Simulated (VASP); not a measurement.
# Ca: molecular dynamics with a thermostat

Ca, Fm-3m (no. 225), 8 atoms in the cell. PBE, molecular dynamics; PAW potentials Ca_pv (PBE set).

Ensemble: Nose-Hoover chain; Target temperature (K): 600.

## Input

INCAR:
```
GGA = PE
PREC = Normal
ENCUT = 200
EDIFF = 1E-6
NELMIN = 4
NELM = 60
ALGO = Fast
LREAL = Auto
LASPH = T
ISMEAR = -1
SIGMA = 0.05
ISYM = 0
LWAVE = F
LCHARG = F
IBRION = 0
NSW = 60
POTIM = 2.0
TEBEG = 600
ISIF = 2
RANDOM_SEED = 659624 0 0
MDALGO = 4
NHC_NCHAINS = 3
NHC_PERIOD = 30
KPAR = 2
```

KPOINTS:
```
k-points
0
Monkhorst-Pack
  2 2 2
```

POSCAR:
```
Ca
1.0
    0.0000000000      5.5884000000      5.5884000000
    5.5884000000      0.0000000000      5.5884000000
    5.5884000000      5.5884000000      0.0000000000
Ca
8
Direct
    0.0000000000      0.0000000000      0.0000000000
    0.0000000000      0.0000000000      0.5000000000
    0.0000000000      0.5000000000      0.0000000000
    0.0000000000      0.5000000000      0.5000000000
    0.5000000000      0.0000000000      0.0000000000
    0.5000000000      0.0000000000      0.5000000000
    0.5000000000      0.5000000000      0.0000000000
    0.5000000000      0.5000000000      0.5000000000
```

Commands:
```
cat potpaw_PBE.64/Ca_pv/POTCAR > POTCAR
mpirun -np 2 vasp_std > vasp.out
```

## Result

- Mean temperature (K): 372
- Standard error of the mean temperature (K): 81
- Relative fluctuation of the kinetic energy: 0.464
- Canonical value of that fluctuation: 0.309
- Rise of the mean potential energy above the start (meV/atom): 36.6
- Electronic steps per ionic step after the first: 5.3

Course of the run:

| Time (fs) | Temperature (K) | Potential energy less the first (meV/atom) |
|---|---|---|
| 2 | 600 | 0.0 |
| 12 | 569 | 3.5 |
| 20 | 503 | 11.1 |
| 30 | 388 | 24.8 |
| 38 | 289 | 36.9 |
| 48 | 183 | 50.5 |
| 56 | 131 | 57.9 |
| 66 | 123 | 60.9 |
| 74 | 170 | 58.1 |
| 84 | 290 | 49.7 |
| 92 | 410 | 41.7 |
| 102 | 534 | 34.4 |
| 110 | 585 | 33.1 |
| 120 | 573 | 38.6 |

REPORT:
```
MDALGO =   4
           NHC_NCHAINS =   3
            NHC_PERIOD =    30
            NHC_NRESPA =    1
                NHC_NS =  1
               SCALING =       0
                 CNEXP =     9.000   14.000
           RANDOM_SEED =            659624                0                0

   original number of atomic DOF:         21
   number of independent constraints:      0
   number of active DOF:                  21

========================================
         MD step No.       1
========================================

  Atomic velocities initialized by STEP_tb

  >Nose-Hoover_chains
                       xs       vs(fs^-1)
   nhc_s>  -0.77503451E-10  -0.15499076E-09
   nhc_s>  -0.13889371E-03  -0.27779707E-03
   nhc_s>  -0.13888889E-03  -0.27773919E-03

  >Energies
                    E_tot             E_pot             E_kin               EPS                ES
   e_b>   -0.14766332E+02   -0.15309227E+02    0.54289500E+00    0.14361312E-04   -0.14362643E-04

  >Temperature
               T_sim     T_inst
   tmprt>    600.000    600.000

           RANDOM_SEED =            659624               48                0

[... steps left out ...]

========================================
         MD step No.      60
========================================

  >Nose-Hoover_chains
                       xs       vs(fs^-1)
   nhc_s>  -0.55274102E+00  -0.27532416E-02
   nhc_s>   0.12906423E+01   0.25133557E-01
   nhc_s>  -0.12674482E-01   0.43552402E-01

  >Energies
                    E_tot             E_pot             E_kin               EPS                ES
   e_b>   -0.14765821E+02   -0.15000097E+02    0.51822300E+00    0.25013772E+00   -0.53408455E+00

  >Temperature
               T_sim     T_inst
   tmprt>    600.000    572.733

           RANDOM_SEED =            659624               48                0
```

OSZICAR:
```
N       E                     dE             d eps       ncg     rms          rms(c)
DAV:   1     0.491556622382E+03    0.49156E+03   -0.16532E+04  1300   0.143E+03
DAV:   2     0.613894533263E+02   -0.43017E+03   -0.42610E+03  1216   0.404E+02
DAV:   3    -0.977526201627E+01   -0.71165E+02   -0.69630E+02  1446   0.182E+02
DAV:   4    -0.149372167163E+02   -0.51620E+01   -0.49565E+01  1688   0.527E+01
DAV:   5    -0.152294006779E+02   -0.29218E+00   -0.28122E+00  1888   0.124E+01    0.216E+00
RMM:   6    -0.152723673702E+02   -0.42967E-01   -0.12115E-01  1384   0.318E+00    0.125E+00
RMM:   7    -0.153045678266E+02   -0.32200E-01   -0.10607E-01  1403   0.303E+00    0.153E-01
RMM:   8    -0.153075042985E+02   -0.29365E-02   -0.38144E-02  1735   0.104E+00    0.443E-02
RMM:   9    -0.153087096019E+02   -0.12053E-02   -0.11001E-02  1846   0.433E-01    0.218E-02
RMM:  10    -0.153090316995E+02   -0.32210E-03   -0.30196E-03  1904   0.186E-01    0.875E-03
RMM:  11    -0.153091559581E+02   -0.12426E-03   -0.11515E-03  1904   0.971E-02    0.454E-03
RMM:  12    -0.153091959704E+02   -0.40012E-04   -0.37419E-04  1898   0.550E-02    0.254E-03
[... left out ...]
     59 T=   582. E= -.14762825E+02 F= -.15014050E+02 E0= -.14956747E+02  EK= 0.52930E+00 SP= -.54E+00 SK= 0.26E+00
[... last step whole ...]
       N       E                     dE             d eps       ncg     rms          rms(c)
DAV:   1    -0.149998909029E+02    0.14158E-01   -0.48573E-03  1592   0.221E+00    0.119E-02
RMM:   2    -0.150000439467E+02   -0.15304E-03   -0.15501E-03  1378   0.301E-01    0.625E-03
RMM:   3    -0.150000824693E+02   -0.38523E-04   -0.34180E-04  1527   0.116E-01    0.201E-03
RMM:   4    -0.150000960287E+02   -0.13559E-04   -0.12610E-04  1819   0.576E-02    0.808E-04
RMM:   5    -0.150000969647E+02   -0.93602E-06   -0.98272E-06  1117   0.159E-02
     60 T=   573. E= -.14762988E+02 F= -.15000097E+02 E0= -.14942947E+02  EK= 0.52106E+00 SP= -.53E+00 SK= 0.25E+00
```

Limits: 120 fs of 8 atoms are too short for converged averages.

VASP 6.6.1 took 673 s on 2 cores (Intel Xeon Platinum 8259CL @ 2.50GHz (Skylake/Cascade Lake)), a shared host.
